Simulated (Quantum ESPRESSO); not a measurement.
Wanted: the native input for a Quantum ESPRESSO 7.5 run.

* Task: band structure
* Functional: PBEsol
* Potentials or basis: PseudoDojo 0.4.1 SR PBEsol standard
* Cutoff: 1088 eV
* Density cutoff: 4354 eV
* k mesh: 10 × 10 × 8
* Occupations: fermi-dirac, width 0.05 eV
* Spin: no spin polarisation
* Mixing beta: 0.5
* Most SCF iterations: 120
* SCF threshold: 4e-10 Ry

Crystal: Ga.

```
Ga
1.0
     1.45000   -4.06500    0.00000
     1.45000    4.06500    0.00000
     0.00000    0.00000    3.17000
Ga
2
Direct
  0.13300 0.86700 0.75000
  0.86700 0.13300 0.25000
```

This isn't the form of Ga at room conditions, which is orthorhombic.

These files were run (other wordings do the same):

pw.in

```
&CONTROL
  calculation = 'scf'
  prefix = 'pwscf'
  outdir = './tmp'
  pseudo_dir = './pseudo'
  tprnfor = .true.
  tstress = .true.
  disk_io = 'low'
/
&SYSTEM
  ibrav = 0
  celldm(1) = 8
  nat = 2
  ntyp = 1
  ecutwfc = 80
  nbnd = 20
  occupations = 'smearing'
  smearing = 'fd'
  degauss = 0.00367493
/
&ELECTRONS
  conv_thr = 4d-10
  electron_maxstep = 120
  mixing_beta = 0.5
/
ATOMIC_SPECIES
Ga    69.7230 Ga.upf
CELL_PARAMETERS alat
  0.3425128600884  -0.9602170870755   0.0000000000000
  0.3425128600884   0.9602170870755   0.0000000000000
  0.0000000000000   0.0000000000000   0.7488039768830
ATOMIC_POSITIONS crystal
Ga     0.1330000000    0.8670000000    0.7500000000
Ga     0.8670000000    0.1330000000    0.2500000000
K_POINTS automatic
10 10 8 0 0 0
```

bands.in

```
&CONTROL
  calculation = 'bands'
  prefix = 'pwscf'
  outdir = './tmp'
  pseudo_dir = './pseudo'
  disk_io = 'low'
  verbosity = 'high'
/
&SYSTEM
  ibrav = 0
  celldm(1) = 8
  nat = 2
  ntyp = 1
  ecutwfc = 80
  nbnd = 20
  occupations = 'smearing'
  smearing = 'fd'
  degauss = 0.00367493
/
&ELECTRONS
  conv_thr = 1d-08
  electron_maxstep = 120
  mixing_beta = 0.5
  diago_full_acc = .true.
  startingwfc = 'random'
/
ATOMIC_SPECIES
Ga    69.7230 Ga.upf
CELL_PARAMETERS alat
  0.3425128600884  -0.9602170870755   0.0000000000000
  0.3425128600884   0.9602170870755   0.0000000000000
  0.0000000000000   0.0000000000000   0.7488039768830
ATOMIC_POSITIONS crystal
Ga     0.1330000000    0.8670000000    0.7500000000
Ga     0.8670000000    0.1330000000    0.2500000000
K_POINTS crystal
60
 0.0000000000  0.0000000000  0.0000000000 1
 0.0469682264  0.0469682264  0.0000000000 1
 0.0939364529  0.0939364529  0.0000000000 1
 0.1409046793  0.1409046793  0.0000000000 1
 0.1878729058  0.1878729058  0.0000000000 1
 0.2348411322  0.2348411322  0.0000000000 1
 0.2818093587  0.2818093587  0.0000000000 1
 0.0000000000  0.5000000000  0.0000000000 1
 0.0000000000  0.5000000000  0.1000000000 1
 0.0000000000  0.5000000000  0.2000000000 1
 0.0000000000  0.5000000000  0.3000000000 1
 0.0000000000  0.5000000000  0.4000000000 1
 0.0000000000  0.5000000000  0.5000000000 1
 0.2818093587  0.2818093587  0.5000000000 1
 0.2415508789  0.2415508789  0.5000000000 1
 0.2012923991  0.2012923991  0.5000000000 1
 0.1610339192  0.1610339192  0.5000000000 1
 0.1207754394  0.1207754394  0.5000000000 1
 0.0805169596  0.0805169596  0.5000000000 1
 0.0402584798  0.0402584798  0.5000000000 1
 0.0000000000  0.0000000000  0.5000000000 1
 0.0000000000  0.0000000000  0.4000000000 1
 0.0000000000  0.0000000000  0.3000000000 1
 0.0000000000  0.0000000000  0.2000000000 1
 0.0000000000  0.0000000000  0.1000000000 1
 0.0000000000  0.0000000000  0.0000000000 1
-0.1250000000  0.1250000000  0.0000000000 1
-0.2500000000  0.2500000000  0.0000000000 1
-0.3750000000  0.3750000000  0.0000000000 1
-0.5000000000  0.5000000000  0.0000000000 1
-0.4563618717  0.5436381283  0.0000000000 1
-0.4127237435  0.5872762565  0.0000000000 1
-0.3690856152  0.6309143848  0.0000000000 1
-0.3254474869  0.6745525131  0.0000000000 1
-0.2818093587  0.7181906413  0.0000000000 1
-0.2818093587  0.7181906413  0.0833333333 1
-0.2818093587  0.7181906413  0.1666666667 1
-0.2818093587  0.7181906413  0.2500000000 1
-0.2818093587  0.7181906413  0.3333333333 1
-0.2818093587  0.7181906413  0.4166666667 1
-0.2818093587  0.7181906413  0.5000000000 1
-0.3181744656  0.6818255344  0.5000000000 1
-0.3545395725  0.6454604275  0.5000000000 1
-0.3909046793  0.6090953207  0.5000000000 1
-0.4272697862  0.5727302138  0.5000000000 1
-0.4636348931  0.5363651069  0.5000000000 1
-0.5000000000  0.5000000000  0.5000000000 1
-0.5000000000  0.5000000000  0.4285714286 1
-0.5000000000  0.5000000000  0.3571428571 1
-0.5000000000  0.5000000000  0.2857142857 1
-0.5000000000  0.5000000000  0.2142857143 1
-0.5000000000  0.5000000000  0.1428571429 1
-0.5000000000  0.5000000000  0.0714285714 1
-0.5000000000  0.5000000000  0.0000000000 1
 0.0000000000  0.0000000000  0.5000000000 1
-0.1000000000  0.1000000000  0.5000000000 1
-0.2000000000  0.2000000000  0.5000000000 1
-0.3000000000  0.3000000000  0.5000000000 1
-0.4000000000  0.4000000000  0.5000000000 1
-0.5000000000  0.5000000000  0.5000000000 1
```

Potentials or basis: PseudoDojo 0.4.1 SR PBEsol standard.

Launch:

```bash
$ OMP_NUM_THREADS=1 mpirun -n 2 pw.x -nk 2 -in pw.in > pw.out
$ OMP_NUM_THREADS=1 mpirun -n 2 pw.x -nk 2 -in bands.in > bands.out
```

It gave:

```
Pressure               : -2.1 GPa
Largest force          : 0.210 eV/Å
Band gap on the k mesh : none (metal or under the smearing width)
```

Wall time 110 s on 2 MPI ranks on Intel(R) Xeon(R) Processor @ 2.70GHz, with other jobs on the host, peak memory 0.28 GiB a rank.
